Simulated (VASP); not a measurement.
# In2O3 (R-3c) in VASP: further runs

The runs below take In2O3 through single point, with LDA.

All numbers are computed with VASP 6.6.1; they aren't measurements. Logs are shortened: lines on timing, memory, paths and dates and some standing lists are left out, and cuts for length are marked.

**1. Starting point**

The structure is trigonal, space group R-3c (No. 167). Conventional cell: a = 5.487 Å, b = 5.487 Å, c = 14.510 Å, α = 90.00°, β = 90.00°, γ = 120.00°. In (site symmetry 3) has 6 O at 2.12 to 2.26 Å as nearest neighbours. O (site symmetry 2) is surrounded by 4 In at 2.12 to 2.26 Å.

**2. Single point, LDA**

INCAR reads:

```
ADDGRID = False
ALGO = Normal
EDIFF = 1E-7
ENCUT = 450
ISIF = 2
ISMEAR = 0
LASPH = True
LCHARG = False
LREAL = False
LWAVE = False
NELM = 100
PREC = Accurate
SIGMA = 0.01
```

KPOINTS reads:

```
k-points
0
Gamma
  4 4 4
```

POSCAR reads:

```
In2O3
1.0
    2.7435000000      1.5839604635      4.8366666667
   -2.7435000000      1.5839604635      4.8366666667
    0.0000000000     -3.1679209270      4.8366666667
In O
4 6
Direct
    0.8573100000      0.8573100000      0.8573100000
    0.6426900000      0.6426900000      0.6426900000
    0.1426900000      0.1426900000      0.1426900000
    0.3573100000      0.3573100000      0.3573100000
    0.0480000000      0.7500000000      0.4520000000
    0.7500000000      0.4520000000      0.0480000000
    0.4520000000      0.0480000000      0.7500000000
    0.9520000000      0.2500000000      0.5480000000
    0.2500000000      0.5480000000      0.9520000000
    0.5480000000      0.9520000000      0.2500000000
```

Potentials or basis: VASP PAW LDA potentials, release 64 (In_d, O).

Run with:

```sh
$ cat potpaw_LDA.64/In_d/POTCAR potpaw_LDA.64/O/POTCAR > POTCAR
$ mpirun -np 1 vasp_std > vasp.out
```

OUTCAR:

```text
EDIFF = 1E-7
   ENCUT = 450
   ISIF = 2
   ISMEAR = 0
   LASPH = True
   LREAL = False
   NELM = 100
   PREC = Accurate

 Found     13 irreducible k-points:

 Following reciprocal coordinates:
            Coordinates               Weight
  0.000000  0.000000  0.000000      1.000000
  0.250000 -0.000000 -0.000000      6.000000
  0.500000 -0.000000 -0.000000      3.000000
  0.250000  0.250000 -0.000000      6.000000
  0.500000  0.250000  0.000000     12.000000
 -0.250000  0.250000  0.000000      6.000000
   k-points           NKPTS =     13   k-points in BZ     NKDIM =     13   number of bands    NBANDS=     52
   number of dos      NEDOS =    301   number of ions     NIONS =     10
   total plane-waves  NPLWV =  64000
   dimension x,y,z NGX =    40 NGY =   40 NGZ =   40
   dimension x,y,z NGXF=    80 NGYF=   80 NGZF=   80
   ions per type =               4   6
   NGX,Y,Z   is equivalent  to a cutoff of  11.50, 11.50, 11.50 a.u.
   NGXF,Y,Z  is equivalent  to a cutoff of  23.00, 23.00, 23.00 a.u.
 SYSTEM =  unknown system
   PREC   = accura    normal or accurate (medium, high low for compatibility)
   ISTART =      0    job   : 0-new  1-cont  2-samecut
   ICHARG =      2    charge: 1-file 2-atom 10-const
   ISPIN  =      1    spin polarized calculation?
   LNONCOLLINEAR =      F non collinear calculations
   LSORBIT =      F    spin-orbit coupling
   LASPH  =      T    aspherical Exc in radial PAW
   ENCUT  =  450.0 eV  33.07 Ry    5.75 a.u.  10.00 10.00 10.00*2*pi/ulx,y,z
   NELM   =    100;   NELMIN=  2; NELMDL= -5     # of ELM steps
   EDIFF  = 0.1E-06   stopping-criterion for ELM
   LREAL  =      F    real-space projection
   EDIFFG = 0.1E-05   stopping-criterion for IOM
   NSW    =      0    number of steps for IOM
   IBRION =     -1    ionic relax: 0-MD 1-quasi-New 2-CG
   NFREE  =      0    steps in history (QN), initial steepest desc. (CG)
   ISIF   =      2    stress and relaxation
   ISYM   =      2    0-nonsym 1-usesym 2-fastsym
   POTIM  = 0.5000    time-step for ionic-motion
   TEBEG  =    0.0;   TEEND  =   0.0 temperature during run
   PSTRESS=    0.0 pullay stress
   NELECT =      88.0000    total number of electrons
   NUPDOWN=      -1.0000    fix difference up-down
   EMIN   =  10.00;   EMAX   =-10.00  energy-range for DOS
   EFERMI =   0.00;   METHOD = LEGACY
   ISMEAR =     0;   SIGMA  =   0.01  broadening in eV -4-tet -1-fermi 0-gaus
   EFERMI_NEDOS =   21; number of points for ismear=-14 and -15
   IALGO  =     38    algorithm
   IMIX   =      4    mixing-type and parameters
     AMIX     =   0.40;   BMIX     =  1.00
     AMIX_MAG =   1.60;   BMIX_MAG =  1.00
  volume/ion in A,a.u.               =      12.61        85.10
  Fermi-wavevector in a.u.,A,eV,Ry     =   1.452068  2.744010 28.687886  2.108500
  Thomas-Fermi vector in A             =   2.569492
   LORBIT       =      0    0 simple, 1 ext, 2 COOP (PROOUT), +10 PAW based schemes
   GGA     = CA    functional components
   LHFCALC =     F    Hartree Fock is set to
   AEXX    =    0.0000 exact exchange contribution
   IVDW    =     0    specifies the selected vdW correction
   LEPSILON=     F    determine dielectric tensor
   LRPA    =     F    only Hartree local field effects (RPA)
 non-spin polarized calculation
 Gauss-broadening in eV      SIGMA  =   0.01
  energy-cutoff  :      450.00
  volume of cell :      126.11
 maximum number of plane-waves:      2756
   NGX = 19   NGY = 19   NGZ = 19

 number of electron      87.9999962 magnetization

 Free energy of the ion-electron system (eV)
  ---------------------------------------------------
  ext. energy  EPLUGINS =         0.00000000
  ---------------------------------------------------
  free energy    TOTEN  =       -63.66857836 eV

  energy without entropy =      -63.66857836  energy(sigma->0) =      -63.66857836

 E-fermi :   5.3561     XC(G=0): -11.7568

 val. band max:        5.2946736858   @ k =   0.2500  -0.0000  -0.0000
 cond. band min:       6.5039719528   @ k =   0.0000   0.0000   0.0000
 fundamental gap:      1.2092982670
 Fermi energy:         5.3561168197

 k-point     1 :       0.0000    0.0000    0.0000
  band No.  band energies     occupation
      1     -12.1159      2.00000
      2     -11.1959      2.00000
      3     -11.1959      2.00000
      4     -10.9516      2.00000
      5     -10.9516      2.00000
      6     -10.8457      2.00000
[... 44 lines left out ...]
     51      14.3431      0.00000
     52      14.6149      0.00000

 k-point     2 :       0.2500   -0.0000   -0.0000
  band No.  band energies     occupation
      1     -11.9377      2.00000
      2     -11.1729      2.00000
      3     -11.1585      2.00000
      4     -11.1040      2.00000
      5     -10.9920      2.00000
      6     -10.9165      2.00000
[... 44 lines left out ...]
     51      14.6036      0.00000
     52      15.0303      0.00000

 k-point     3 :       0.5000   -0.0000   -0.0000
  band No.  band energies     occupation
      1     -11.5143      2.00000
      2     -11.5143      2.00000
      3     -11.0926      2.00000
      4     -11.0926      2.00000
      5     -11.0458      2.00000
      6     -11.0458      2.00000
[... 44 lines left out ...]
     51      14.2986      0.00000
     52      14.2986      0.00000

 k-point     4 :       0.2500    0.2500   -0.0000
  band No.  band energies     occupation
      1     -11.9032      2.00000
      2     -11.2526      2.00000
      3     -11.1116      2.00000
      4     -11.1103      2.00000
      5     -10.9736      2.00000
      6     -10.9149      2.00000
[... 44 lines left out ...]
     51      14.0814      0.00000
     52      15.2775      0.00000

 k-point     5 :       0.5000    0.2500    0.0000
  band No.  band energies     occupation
      1     -11.6310      2.00000
      2     -11.3833      2.00000
      3     -11.1820      2.00000
      4     -11.0940      2.00000
      5     -11.0489      2.00000
      6     -10.9181      2.00000
[... 44 lines left out ...]
     51      14.0074      0.00000
     52      15.0463      0.00000

 k-point     6 :      -0.2500    0.2500    0.0000
  band No.  band energies     occupation
      1     -11.6976      2.00000
      2     -11.3246      2.00000
      3     -11.2043      2.00000
      4     -11.0675      2.00000
      5     -10.9906      2.00000
      6     -10.9897      2.00000
[... 44 lines left out ...]
     51      14.5051      0.00000
     52      14.8395      0.00000

 [... further k-points ...]

------------------------ aborting loop because EDIFF is reached ----------------------------------------

  FORCE on cell =-STRESS in cart. coord.  units (eV):
  Direction    XX          YY          ZZ          XY          YZ          ZX
  --------------------------------------------------------------------------------------
  -------------------------------------------------------------------------------------
  Total       -2.6341014     -2.6341014     -3.0627681      0.0000000     -0.0000000      0.0000000
  in kB      -33.4654258    -33.4654258    -38.9115009      0.0000000     -0.0000000      0.0000000
  external PRESSURE =     -35.2807842 kB  Pullay stress =       0.0000000 kB

 VOLUME and BASIS-vectors are now :
 -----------------------------------------------------------------------------
  energy-cutoff  :      450.00
  volume of cell :      126.11
      direct lattice vectors                 reciprocal lattice vectors
     2.743500000  1.583960463  4.836666667     0.182248952  0.105221482  0.068917988
    -2.743500000  1.583960463  4.836666667    -0.182248952  0.105221482  0.068917988
     0.000000000 -3.167920927  4.836666667     0.000000000 -0.210442963  0.068917988

 POSITION                                       TOTAL-FORCE (eV/Angst)
 -----------------------------------------------------------------------------------
      0.00000      0.00000     12.43957         0.000000     -0.000000     -0.103053
      0.00000      0.00000      9.32543         0.000000     -0.000000      0.103053
      0.00000      0.00000      2.07043         0.000000     -0.000000      0.103053
      0.00000      0.00000      5.18457         0.000000     -0.000000     -0.103053
     -1.92594     -0.16790      6.04583        -0.087814     -0.152098     -0.000000
      0.81756      1.75186      6.04583        -0.087814      0.152098     -0.000000
      1.10837     -1.58396      6.04583         0.175627     -0.000000     -0.000000
      1.92594      0.16790      8.46417         0.087814      0.152098     -0.000000
     -0.81756     -1.75186      8.46417         0.087814     -0.152098     -0.000000
     -1.10837      1.58396      8.46417        -0.175627     -0.000000     -0.000000
 -----------------------------------------------------------------------------------
    total drift:                               -0.000000     -0.000000      0.000000

  FREE ENERGIE OF THE ION-ELECTRON SYSTEM (eV)
  ---------------------------------------------------
  free  energy   TOTEN  =       -63.6685783614 eV

  energy  without entropy=      -63.6685783614  energy(sigma->0) =      -63.66857836
```

It took 70 s on 1 thread of Intel Xeon Platinum 8559C (Emerald Rapids), shared host; peak memory 0.21 GiB.

The run converged, but some of its settings lie outside the range that counts as converged, so its numbers aren't taken as properties of the crystal.

Results:

| Item | Value |
| --- | --- |
| Free energy | -63.6686 eV |
| Largest force | 0.176 eV/Å |
| Band gap on the k mesh | 1.21 eV, indirect (least direct gap 1.25 eV) |

Caveat: the cutoff is under 1.25 times the usual one of these potentials, so pressure, stress and relaxed cells hold a basis-set (Pulay) error; spin-orbit coupling is left out, which moves the levels of the heavy elements.

**3. Single point, LDA**

INCAR, as its differences from that of step 2:

```diff
@@ -11,3 +11,3 @@
 NELM = 100
-PREC = Accurate
-SIGMA = 0.01
+PREC = Normal
+SIGMA = 0.05
```

KPOINTS is that of step 2.

POSCAR is that of step 2.

Potentials or basis: VASP PAW LDA potentials, release 64 (In_d, O).

Run with:

```sh
$ cat potpaw_LDA.64/In_d/POTCAR potpaw_LDA.64/O/POTCAR > POTCAR
$ mpirun -np 1 vasp_std > vasp.out
```

It took 45 s on 1 thread of Intel Xeon Platinum 8559C (Emerald Rapids), shared host; peak memory 0.17 GiB.

These settings aren't checked as converged: the numbers below hold their error.

What came out:

| Property | Result |
| --- | --- |
| Free energy | -63.6726 eV |
| Largest force | 0.175 eV/Å |
| Band gap on the k mesh | 1.21 eV, indirect (least direct gap 1.25 eV) |

Caveat: the cutoff is under 1.25 times the usual one of these potentials, so pressure, stress and relaxed cells hold a basis-set (Pulay) error; spin-orbit coupling is left out, which moves the levels of the heavy elements.

**4. For comparison**

An earlier run on the cell as given: functional PBE; potentials or basis VASP PAW PBE potentials, release 64 (In_d, O); cutoff 520 eV; k mesh 6 × 6 × 6; occupations fermi-dirac, width 0.05 eV; no spin polarisation.

* Pressure: 9.0 GPa
* Largest force: 0.139 eV/Å
* Band gap on the k mesh: 1.30 eV, indirect (least direct gap 1.34 eV)
